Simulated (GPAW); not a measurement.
The system is Y.

```xyz
2
Lattice="3.6474 0.0000 0.0000 -1.8237 3.1587 0.0000 0.0000 0.0000 5.7306" Properties=species:S:1:pos:R:3 pbc="T T T"
Y     1.8237    1.0529    4.2980
Y     0.0000    2.1058    1.4326
```

- Program: GPAW 26.7.0
- Task: single point
- Functional: PBE
- Potentials or basis: GPAW PAW data sets (gpaw-data 1.2.1)
- Cutoff: 600 eV
- Basis: pw
- k mesh: 8 × 8 × 5
- Occupations: fermi-dirac, width 0.05 eV
- Spin: no spin polarisation

On this cell: pressure -0.2 GPa; largest force under 0.003 eV/Å; band gap on the k mesh none (metal or under the smearing width).

The same run follows on a disturbed copy (atoms moved at random, drawn with an rms of 0.05 Å):

```
CELL_PARAMETERS angstrom
3.64740 0.00000 0.00000
-1.82370 3.15874 0.00000
0.00000 0.00000 5.73060
ATOMIC_POSITIONS crystal
Y 0.67008 0.32178 0.75123
Y 0.33051 0.67413 0.25563
```

Task: What changes?

Result: The energy (extrapolated to zero smearing) moves by +2.3 meV/atom; pressure -0.2 GPa; largest force 0.123 eV/Å; band gap on the k mesh none (metal or under the smearing width).

Forces in eV/Å, atoms in the order of the input:
```
Y   -0.060  0.067  0.084
Y    0.060 -0.067 -0.084
```

Stress tensor (GPa, compression positive):
```
-0.24  0.18 -0.02
 0.18  0.14  0.02
-0.02  0.02 -0.41
```
